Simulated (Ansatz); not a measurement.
# CaO (Fm-3m) in Ansatz: settings compared

The runs below take CaO through elastic constants, Born charges and dielectric tensor, phonons, with PBE, PBEsol.

Program: Ansatz 0.2.0. These are calculated values, not measurements. Logs are shortened: lines on timing, memory, paths and dates and some standing lists are left out, and cuts for length are marked.

## (1) The crystal as given

Symmetry: Fm-3m, No. 225, cubic system. The conventional cell has a = 4.807 Å, b = 4.807 Å, c = 4.807 Å, α = 90.00°, β = 90.00°, γ = 90.00°. Ca (site symmetry m-3m) is surrounded by 6 O at 2.40 Å. Around O (site symmetry m-3m) lie 6 Ca at 2.40 Å.

The cell is a database's computed one.

## (2) Elastic constants, PBE

The input, input.yaml:

```yaml
crystal:
  lattice:
    - [0.0, 2.403555696, 2.403555696]
    - [2.403555696, 0.0, 2.403555696]
    - [2.403555696, 2.403555696, 0.0]
  atoms:
    - { symbol: Ca, position: [0.0, 0.0, 0.0] }
    - { symbol: O, position: [0.5, 0.5, 0.5] }
hamiltonian:
  xc: pbe
  pseudopotentials: { kind: paw }
kpoints:
  mp_grid: { grid: [7, 7, 7] }
scf:
  occupations: { method: fixed }
output:
  forces: true
  stress: true
elastic:
  mode: clamped_ion
  stencil: two_point
```

Potentials or basis: Ansatz PAW.

On the command line:

```console
ansatz run input.yaml --threads 2 --pin off --max-ram 5632MiB --backend cpu --events-out ev --progress --plain --runs-dir out
```

The program printed:

```text
Warning: RAYON_NUM_THREADS=2 ignored (pool sized by the plan → 2); use --threads N
Engine: ansatz 0.2.0, aarch64-unknown-linux-gnu
Pseudopotentials: kind: paw
Pseudopotential: Ca, paw, valence charge 10, recommended cutoff 420 eV (normal), Ca.paw.azcp
Pseudopotential: O, paw, valence charge 6, recommended cutoff 420 eV (normal), O.paw.azcp
Functional definition: PBE
  parameter kappa = 0.804
  parameter beta = 0.06672455060314922
  exchange = pbe_x(kappa = kappa, mu = beta*pi^2/3)
  correlation = pbe_c(beta = beta)
Crystal: 2 atoms, lattice volume = 27.771 Å³
Basis set: ecut = 420 eV, 537 PW (Γ), exchange–correlation on 48×48×48 points (8 copies of the dense FFT grid, shifted against one another)
Bands: 12, of which v1, the nominal top of the filled ones, is band 8 counted from 1 (7 counted from 0)
Symmetry: 48 space group operations
Space group: Fm-3m (ITA 225), of the structure as read, at distance tolerance 3.0e-5 Å
k-points: 20 of 343
Non-local potential: Ca, projectors of the file, l = 0: 3, l = 1: 2, l = 2: 2
Non-local potential: O, projectors of the file, l = 0: 2, l = 1: 2, l = 2: 1
PAW form: soft (Blöchl's): semilocal exchange-correlation on the pseudo side does not see the compensation charge
PAW one-centre angular grid: Ca, 110 points (default); XC on 64 Gauss nodes
PAW one-centre angular grid: O, 110 points (default); XC on 64 Gauss nodes
Initial density: superposition of atomic densities (neutral atoms: chi_scale 0, normalization atom), corrected by the library's trained network
Initial wavefunctions: pseudopotential atomic-orbital guess
Functional: x = pbe(κ = 0.804, μ = 0.2195149727645171), c = pbe(β = 0.06672455060314922)
SCF iter   1: F=—  HF=-2387.720858 eV  |F-HF|=—  |Δ(HF+E_count)|=         —  Δρ=1.29e-3  dr2=3.92e-4  ethr=1.77e-3  ⟨swp⟩=4.5  Hψ=1392  notcnv=0  defer=7
preconditioner: auto → none  [insulator: Δε(μ)=3.747 eV  Ē_g=18.112 eV  n_scr=8 (ndim 8)  ℏωp=26.4 eV  f_vac=0.000  ε∞_Penn≈3.1]
SCF iter   2: F=—  HF=-2387.721032 eV  |F-HF|=—  |Δ(HF+E_count)|=   1.75e-4  Δρ=2.40e-3  dr2=1.53e-3  ethr=2.45e-6  ⟨swp⟩=2.1  Hψ=598  notcnv=0  defer=37
SCF iter   3: F=—  HF=-2387.720742 eV  |F-HF|=—  |Δ(HF+E_count)|=   2.90e-4  Δρ=8.38e-4  dr2=2.02e-4  ethr=2.45e-6  ⟨swp⟩=2.0  Hψ=349  notcnv=0  defer=32
SCF iter   4: F=—  HF=-2387.720736 eV  |F-HF|=—  |Δ(HF+E_count)|=   6.08e-6  Δρ=5.74e-5  dr2=4.08e-7  ethr=1.26e-6  ⟨swp⟩=2.0  Hψ=331  notcnv=0  defer=1
SCF iter   5: F=—  HF=-2387.720762 eV  |F-HF|=—  |Δ(HF+E_count)|=   2.54e-5  Δρ=9.95e-5  dr2=2.97e-6  ethr=2.55e-9  ⟨swp⟩=2.0  Hψ=380  notcnv=0
SCF iter   6: F=—  HF=-2387.720761 eV  |F-HF|=—  |Δ(HF+E_count)|=   6.02e-7  Δρ=3.31e-5  dr2=3.22e-7  ethr=2.55e-9  ⟨swp⟩=2.0  Hψ=319  notcnv=0
SCF iter   7: F=—  HF=-2387.720761 eV  |F-HF|=—  |Δ(HF+E_count)|=   6.42e-8  Δρ=1.24e-5  dr2=4.41e-8  ethr=2.01e-9  ⟨swp⟩=1.9  Hψ=268  notcnv=0
SCF iter   8: F=—  HF=-2387.720761 eV  |F-HF|=—  |Δ(HF+E_count)|=   8.30e-9  Δρ=4.97e-6  dr2=7.19e-9  ethr=2.76e-10  ⟨swp⟩=1.9  Hψ=273  notcnv=0
SCF iter   9: F=—  HF=-2387.720761 eV  |F-HF|=—  |Δ(HF+E_count)|=   1.49e-9  Δρ=1.30e-6  dr2=4.93e-10  ethr=4.49e-11  ⟨swp⟩=2.0  Hψ=288  notcnv=0
SCF iter  10: F=-2387.720761 eV  HF=-2387.720761 eV  |F-HF|=4.55e-13  |Δ(HF+E_count)|=  1.11e-10  Δρ=7.95e-9  dr2=1.40e-14  ethr=1.00e-12  ⟨swp⟩=5.1  Hψ=1424  notcnv=0
SCF 1 converged in 10 iterations: F = -2387.720761 eV  dr2 = 1.40e-14
Crystal: 2 atoms, lattice volume = 27.716 Å³
Symmetry: 16 space group operations
k-points: 40 of 343
Initial density: handed on by an earlier stage of this run
Initial wavefunctions: those handed on with the density
iter 1 solved again at ethr=3.70e-8 eV; its pass at ethr=3.10e-3 eV (dr2=5.92e-6 eV) is discarded
SCF iter   1: F=—  HF=-2387.720101 eV  |F-HF|=—  |Δ(HF+E_count)|=         —  Δρ=2.25e-4  dr2=1.03e-5  ethr=3.70e-8  ⟨swp⟩=2.9  Hψ=3093  notcnv=0  defer=77
preconditioner: auto → none  [insulator: Δε(μ)=3.742 eV  Ē_g=18.120 eV  n_scr=8 (ndim 8)  ℏωp=26.4 eV  f_vac=0.000  ε∞_Penn≈3.1]
SCF iter   2: F=—  HF=-2387.720120 eV  |F-HF|=—  |Δ(HF+E_count)|=   1.93e-5  Δρ=9.25e-5  dr2=1.74e-6  ethr=3.70e-8  ⟨swp⟩=2.2  Hψ=803  notcnv=0  defer=38
SCF iter   3: F=—  HF=-2387.720120 eV  |F-HF|=—  |Δ(HF+E_count)|=   2.21e-7  Δρ=2.36e-5  dr2=1.40e-7  ethr=1.08e-8  ⟨swp⟩=3.0  Hψ=841  notcnv=0  defer=2
SCF iter   4: F=—  HF=-2387.720120 eV  |F-HF|=—  |Δ(HF+E_count)|=  2.28e-10  Δρ=1.76e-5  dr2=6.65e-8  ethr=8.73e-10  ⟨swp⟩=2.0  Hψ=640  notcnv=0  defer=2
SCF iter   5: F=—  HF=-2387.720120 eV  |F-HF|=—  |Δ(HF+E_count)|=   1.02e-8  Δρ=6.63e-6  dr2=8.40e-9  ethr=4.16e-10  ⟨swp⟩=2.0  Hψ=538  notcnv=0  defer=2
SCF iter   6: F=—  HF=-2387.720120 eV  |F-HF|=—  |Δ(HF+E_count)|=  4.27e-10  Δρ=1.58e-6  dr2=4.72e-10  ethr=5.25e-11  ⟨swp⟩=2.0  Hψ=586  notcnv=0  defer=2
SCF iter   7: F=—  HF=-2387.720120 eV  |F-HF|=—  |Δ(HF+E_count)|=  1.36e-11  Δρ=2.16e-7  dr2=8.95e-12  ethr=2.95e-12  ⟨swp⟩=2.0  Hψ=596  notcnv=0  defer=2
SCF iter   8: F=-2387.720120 eV  HF=-2387.720120 eV  |F-HF|=0.00e0  |Δ(HF+E_count)|=  9.09e-13  Δρ=1.43e-8  dr2=3.68e-14  ethr=1.00e-12  ⟨swp⟩=3.0  Hψ=1844  notcnv=0
SCF 2 converged in 8 iterations: F = -2387.720120 eV  dr2 = 3.68e-14
Crystal: 2 atoms, lattice volume = 27.827 Å³
iter 1 solved again at ethr=9.23e-11 eV; its pass at ethr=3.10e-3 eV (dr2=1.48e-8 eV) is discarded
SCF iter   1: F=—  HF=-2387.721162 eV  |F-HF|=—  |Δ(HF+E_count)|=         —  Δρ=4.58e-5  dr2=1.62e-8  ethr=9.23e-11  ⟨swp⟩=2.2  Hψ=2819  notcnv=0  defer=42
preconditioner: auto → none  [insulator: Δε(μ)=3.745 eV  Ē_g=18.104 eV  n_scr=8 (ndim 8)  ℏωp=26.3 eV  f_vac=0.000  ε∞_Penn≈3.1]
SCF iter   2: F=—  HF=-2387.721191 eV  |F-HF|=—  |Δ(HF+E_count)|=   2.83e-5  Δρ=2.29e-5  dr2=4.01e-9  ethr=9.23e-11  ⟨swp⟩=2.0  Hψ=800  notcnv=0  defer=42
SCF iter   3: F=—  HF=-2387.721193 eV  |F-HF|=—  |Δ(HF+E_count)|=   1.82e-6  Δρ=5.03e-6  dr2=4.86e-9  ethr=2.51e-11  ⟨swp⟩=2.2  Hψ=737  notcnv=0  defer=42
SCF iter   4: F=—  HF=-2387.721193 eV  |F-HF|=—  |Δ(HF+E_count)|=   1.60e-8  Δρ=6.91e-7  dr2=3.92e-11  ethr=2.51e-11  ⟨swp⟩=2.0  Hψ=600  notcnv=0  defer=42
SCF iter   5: F=—  HF=-2387.721193 eV  |F-HF|=—  |Δ(HF+E_count)|=  7.99e-10  Δρ=3.22e-7  dr2=4.46e-12  ethr=2.45e-13 (applied; sched 1.00e-12)  ⟨swp⟩=2.0  Hψ=603  notcnv=0  defer=42
SCF iter   6: F=-2387.721193 eV  HF=-2387.721193 eV  |F-HF|=9.09e-13  |Δ(HF+E_count)|=  2.26e-10  Δρ=2.72e-8  dr2=4.06e-14  ethr=1.00e-12  ⟨swp⟩=3.0  Hψ=1878  notcnv=0
SCF 3 converged in 6 iterations: F = -2387.721193 eV  dr2 = 4.06e-14
Symmetry: 8 space group operations
k-points: 64 of 343
iter 1 solved again at ethr=8.06e-9 eV; its pass at ethr=3.10e-3 eV (dr2=1.29e-6 eV) is discarded
SCF iter   1: F=—  HF=-2387.720716 eV  |F-HF|=—  |Δ(HF+E_count)|=         —  Δρ=8.31e-5  dr2=8.23e-7  ethr=8.06e-9  ⟨swp⟩=3.2  Hψ=5058  notcnv=0  defer=125
preconditioner: auto → none  [insulator: Δε(μ)=3.745 eV  Ē_g=18.112 eV  n_scr=8 (ndim 8)  ℏωp=26.4 eV  f_vac=0.000  ε∞_Penn≈3.1]
SCF iter   2: F=—  HF=-2387.720739 eV  |F-HF|=—  |Δ(HF+E_count)|=   2.29e-5  Δρ=4.18e-5  dr2=2.07e-7  ethr=5.14e-9  ⟨swp⟩=2.6  Hψ=1310  notcnv=0  defer=125
SCF iter   3: F=—  HF=-2387.720739 eV  |F-HF|=—  |Δ(HF+E_count)|=   2.39e-7  Δρ=2.66e-6  dr2=9.27e-10  ethr=1.29e-9  ⟨swp⟩=2.8  Hψ=1278  notcnv=0  defer=125
SCF iter   4: F=—  HF=-2387.720739 eV  |F-HF|=—  |Δ(HF+E_count)|=   1.16e-9  Δρ=6.27e-7  dr2=9.52e-11  ethr=5.79e-12  ⟨swp⟩=2.0  Hψ=1266  notcnv=0  defer=125
SCF iter   5: F=—  HF=-2387.720739 eV  |F-HF|=—  |Δ(HF+E_count)|=  2.73e-12  Δρ=6.30e-7  dr2=9.77e-11  ethr=5.95e-13 (applied; sched 1.00e-12)  ⟨swp⟩=2.0  Hψ=1268  notcnv=0  defer=125
SCF iter   6: F=—  HF=-2387.720739 eV  |F-HF|=—  |Δ(HF+E_count)|=  2.18e-11  Δρ=1.00e-7  dr2=2.09e-12  ethr=6.10e-13 (applied; sched 1.00e-12)  ⟨swp⟩=2.0  Hψ=956  notcnv=0  defer=125
SCF iter   7: F=-2387.720739 eV  HF=-2387.720739 eV  |F-HF|=4.55e-13  |Δ(HF+E_count)|=  4.55e-13  Δρ=2.16e-8  dr2=7.03e-14  ethr=1.00e-12  ⟨swp⟩=3.0  Hψ=2845  notcnv=0
SCF 4 converged in 7 iterations: F = -2387.720739 eV  dr2 = 7.03e-14
iter 1 solved again at ethr=4.24e-12 eV; its pass at ethr=3.10e-3 eV (dr2=6.78e-10 eV) is discarded
SCF iter   1: F=—  HF=-2387.720717 eV  |F-HF|=—  |Δ(HF+E_count)|=         —  Δρ=3.24e-6  dr2=5.87e-10  ethr=4.24e-12  ⟨swp⟩=2.6  Hψ=4705  notcnv=0  defer=66
SCF iter   2: F=—  HF=-2387.720739 eV  |F-HF|=—  |Δ(HF+E_count)|=   2.24e-5  Δρ=1.70e-6  dr2=1.23e-10  ethr=3.67e-12  ⟨swp⟩=3.1  Hψ=1711  notcnv=0  defer=66
SCF iter   3: F=—  HF=-2387.720739 eV  |F-HF|=—  |Δ(HF+E_count)|=  5.39e-10  Δρ=1.04e-6  dr2=4.14e-11  ethr=7.71e-13 (applied; sched 1.00e-12)  ⟨swp⟩=2.1  Hψ=1222  notcnv=0  defer=66
SCF iter   4: F=—  HF=-2387.720739 eV  |F-HF|=—  |Δ(HF+E_count)|=  3.51e-10  Δρ=5.32e-8  dr2=7.50e-13  ethr=2.59e-13 (applied; sched 1.00e-12)  ⟨swp⟩=2.1  Hψ=1259  notcnv=0  defer=66
SCF iter   5: F=—  HF=-2387.720739 eV  |F-HF|=—  |Δ(HF+E_count)|=  4.55e-13  Δρ=7.80e-8  dr2=1.30e-12  ethr=1.00e-12  ⟨swp⟩=4.9  Hψ=2588  notcnv=0
SCF iter   6: F=—  HF=-2387.720739 eV  |F-HF|=—  |Δ(HF+E_count)|=    0.00e0  Δρ=3.46e-8  dr2=2.15e-13  ethr=8.12e-15 (applied; sched 1.00e-12)  ⟨swp⟩=2.0  Hψ=852  notcnv=0  defer=66
SCF iter   7: F=-2387.720739 eV  HF=-2387.720739 eV  |F-HF|=4.55e-13  |Δ(HF+E_count)|=    0.00e0  Δρ=1.14e-8  dr2=1.71e-14  ethr=1.00e-12  ⟨swp⟩=4.0  Hψ=2204  notcnv=0
SCF 5 converged in 7 iterations: F = -2387.720739 eV  dr2 = 1.71e-14
SCF converged after 10 iterations
Free energy (F): -2387.720761 eV
Harris-Foulkes:  -2387.720761 eV  (|F-HF|=4.55e-13)
Internal energy: -2387.720761 eV  (E = F + TS)
E sigma→0 (E₀):  -2387.720761 eV
Fermi energy:    7.689304 eV
--- Per-component energies (eV) ---
  E_band       = -101.000674
  E_kinetic    = 456.207421
  E_local      = -891.823575  (includes V_loc(G=0)·N_el)
  E_nonlocal   = 111.498290
  E_hartree    = 295.779427
  E_xc         = -213.314253
  E_vxc        = -268.383058  (∫ρ·V_xc dr)
  E_paw        = -1016.308361  (= ΣΔE_a)
  E_vpaw       = -100.061031  (= ΣTr[D̂ρ^β])
  E_aug_tail   = 0.002429  (compensation charges beyond the density's cutoff)
  E_ewald      = -1129.762138
  E_smearing   = -0.000000  (= −TS)
  E_closure    = 0.000000  (closes the sum)
  Σ components = -2387.720761   (vs F -2387.720761, Δ=0.00e0)
--- Forces (eV/Å), atoms counted from 1 ---
  atom   1  Ca    -0.00000000     0.00000000    -0.00000000
  atom   2  O      0.00000000     0.00000000     0.00000000
  max |Σ_I F_I| component: 1.37e-29 eV/Å
--- Stress (GPa, compression-positive) ---
        1.609013      -0.000000      -0.000000
        0.000000       1.609013       0.000000
        0.000000      -0.000000       1.609013
  P = ⅓ Tr σ = 1.6090 GPa (16.090 kbar)
--- Band table (eV; the first three rows and the last of 20) ---
  k-point 0: bands = ["-29.9514", "-10.7170", "-10.7170", "-10.7170", "-7.8260", "7.6893", "7.6893", "7.6893", "12.4165", "13.9259", "13.9259", "13.9259"]
  k-point 1: bands = ["-29.9324", "-10.9809", "-10.7271", "-10.7271", "-7.5496", "7.0239", "7.4247", "7.4247", "13.2752", "13.8862", "14.2655", "14.2655"]
  k-point 2: bands = ["-29.8893", "-11.4605", "-10.7496", "-10.7496", "-7.0389", "5.8976", "6.9075", "6.9075", "14.0553", "14.9574", "15.1148", "15.1148"]
  k-point 19: bands = ["-29.8203", "-11.2848", "-11.1570", "-10.9573", "-7.1693", "6.2616", "6.5699", "6.7422", "13.5911", "14.6226", "16.1801", "17.0165"]
--- Elastic constants: 2 strain directions × 2 members + reference (group order 48) ---
  dense FFT box of the reference and of every strained cell: 24×24×24
  strains applied: 11, 23; error gains: componentwise 1.00 (the most a stress slope's error grows in a printed constant), spectral 1.73 (1 for all six strains in a standard setting)
  C = ∂σ_k/∂η_j (tension-positive GPa; Voigt order 11 22 33 23 13 12):
       216.756     60.346     60.346      0.000     -0.000     -0.000
        60.346    216.756     60.346     -0.000     -0.000      0.000
        60.346     60.346    216.756     -0.000      0.000      0.000
         0.000     -0.000     -0.000     76.219     -0.000     -0.000
        -0.000      0.000     -0.000      0.000     76.219      0.000
         0.000      0.000     -0.000      0.000     -0.000     76.219
  reference stress σ⁰ (GPa):     -1.609     -1.609     -1.609      0.000      0.000     -0.000
  C* (energy form; C + prestress term) asymmetry max|C*_kj − C*_jk| = 2.842e-14 GPa — a small one proves nothing (zero by symmetry where the batch's group is 432, −43m or m−3m); a large one is finite-difference/SCF noise where every solve meets its electron count
  moduli (Voigt/Reuss/Hill, GPa): K = 112.48/112.48/112.48   G = 77.01/77.00/77.01   E = 188.10   ν = 0.221
  mechanically stable: yes (min eigenvalue of sym C = 76.22 GPa)
  strain η (Voigt 11):  stress-route row diagonal C_11 = 216.76 GPa, energy-path curvature d²(F+E_count+ΔE)/dδ²/Ω₀ = 216.53 GPa
         δ    σ_11 (GPa)             F (eV)   n_scf  n_hpsi   n_pw
    -2.000e-3      -2.0475       -2387.7201197       8    9477    552
     2.000e-3      -1.1805       -2387.7211926       6    7985    555
  strain η (Voigt 23):  stress-route row diagonal C_44 = 76.22 GPa, energy-path curvature d²(F+E_count+ΔE)/dδ²/Ω₀ = 76.30 GPa
         δ    σ_23 (GPa)             F (eV)   n_scf  n_hpsi   n_pw
    -2.000e-3      -0.1524       -2387.7207389       7   14841    556
     2.000e-3       0.1524       -2387.7207389       7   15415    556
```

It took 3 s on 2 threads of Arm Neoverse V1, shared host; peak memory 0.28 GiB.

Results:

| Item | Value |
| --- | --- |
| Free energy | -2387.7208 eV |
| Pressure | 1.6 GPa |
| Band gap on the k mesh | 3.75 eV, indirect (least direct gap 4.12 eV) |
| Clamped-ion elastic constants C11, C12, C44 | 217, 60, 76 GPa |
| Voigt bulk modulus | 112 GPa |

Elastic tensor in Voigt notation (GPa, ions clamped, in the Cartesian axes of the cell as first typed):
```
217  60  60   0   0   0
 60 217  60   0   0   0
 60  60 217   0   0   0
  0   0   0  76   0   0
  0   0   0   0  76   0
  0   0   0   0   0  76
```

Caveat: odd divisions of the mesh miss points on the zone boundary, where band edges often lie, so the gap on the mesh can be too wide; the pressure holds a Pulay correction of +0.4 GPa for the finite cutoff.

## (3) Born charges and dielectric tensor, PBE

Changes to input.yaml since step 2:

```diff
@@ -12,3 +12,3 @@
 kpoints:
-  mp_grid: { grid: [7, 7, 7] }
+  mp_grid: { grid: [10, 10, 10] }
 scf:
@@ -16,6 +16,4 @@
 output:
-  forces: true
-  stress: true
-elastic:
-  mode: clamped_ion
-  stencil: two_point
+  eigenvalues: true
+dielectric:
+  method: response
```

Potentials or basis: Ansatz PAW.

On the command line:

```console
ansatz run input.yaml --threads 2 --pin off --max-ram 5632MiB --backend cpu --events-out ev --progress --plain --runs-dir out
```

The program printed:

```text
Warning: RAYON_NUM_THREADS=2 ignored (pool sized by the plan → 2); use --threads N
[... 9 set-up lines as earlier in the session ...]
Crystal: 2 atoms, lattice volume = 27.771 Å³
Basis set: ecut = 420 eV, 537 PW (Γ), exchange–correlation on 48×48×48 points (8 copies of the dense FFT grid, shifted against one another)
Bands: 12, of which v1, the nominal top of the filled ones, is band 8 counted from 1 (7 counted from 0)
[... 1 set-up line as earlier in the session ...]
k-points: 102 of 1000 (irreducible under 8 space group operations, time reversal used)
[... 2 set-up lines as earlier in the session ...]
[... 43 lines left out ...]
  k-point 0: bands = ["-29.9514", "-10.7170", "-10.7170", "-10.7170", "-7.8261", "7.6892", "7.6892", "7.6892", "12.4165", "13.9259", "13.9259", "13.9259"]
  k-point 1: bands = ["-29.9417", "-10.8564", "-10.7221", "-10.7221", "-7.6804", "7.3309", "7.5517", "7.5517", "12.8733", "13.8916", "14.0958", "14.0958"]
  k-point 2: bands = ["-29.9164", "-11.1733", "-10.7355", "-10.7355", "-7.3462", "6.5644", "7.2212", "7.2212", "13.8008", "14.0301", "14.5652", "14.5652"]
  k-point 101: bands = ["-29.8180", "-11.1884", "-11.1234", "-11.0736", "-7.2430", "6.4923", "6.5308", "6.7740", "13.2166", "14.8255", "16.0596", "17.2274"]
--- Dielectric response (ions clamped): 1 representative field direction + reference, on 102 of 1000 k-points (Σ response iterations 7) ---
  k mesh reduced under 8 symmetry operations, with k and −k counted as one. Each operation leaves every solved perturbation unchanged. A smaller set is not considered because the run solves the response to a homogeneous field
  ε∞ (high-frequency dielectric tensor):
        3.791464     0.000000     0.000000
        0.000000     3.791464    -0.000000
       -0.000000     0.000000     3.791464
  Born effective charges Z* (e; rows j = field, columns β = displacement):
    site 0:
         2.35622    0.00000    0.00000
         0.00000    2.35622   -0.00000
         0.00000    0.00000    2.35622
    site 1:
        -2.35622   -0.00000   -0.00000
         0.00000   -2.35622    0.00000
         0.00000   -0.00000   -2.35622
  Z* charge neutrality: 2.898e-6 e pre-enforcement
  k-mesh period / interband length: 34.0 Å / 1.39 Å = 24.43 at k = (0.0000, 0.0000, 0.0000), direct gap 4.727 eV — 14 or more, which is no proof of convergence
```

It took 5.2 s on 2 threads of Arm Neoverse V1, shared host; peak memory 0.35 GiB.

What came out:

| Quantity | Value |
| --- | --- |
| Free energy | -2387.7208 eV |
| Band gap on the k mesh | 3.65 eV, indirect (least direct gap 4.03 eV) |
| Electronic dielectric tensor (diagonal) | 3.79 |
| Born charges (mean of the diagonal) | Ca +2.36; O -2.36 e |

Electronic dielectric tensor:
```
3.79 0.00 0.00
0.00 3.79 0.00
0.00 0.00 3.79
```

Born effective charge tensors (e):
atom 1, Ca
```
2.36 0.00 0.00
0.00 2.36 0.00
0.00 0.00 2.36
```
atom 2, O
```
-2.36  0.00  0.00
 0.00 -2.36  0.00
 0.00  0.00 -2.36
```

A k mesh can miss the band edges. Expect the measured gap to be larger: semilocal functionals such as PBE lack the derivative discontinuity.

(Part 1 of 2 ends here.)
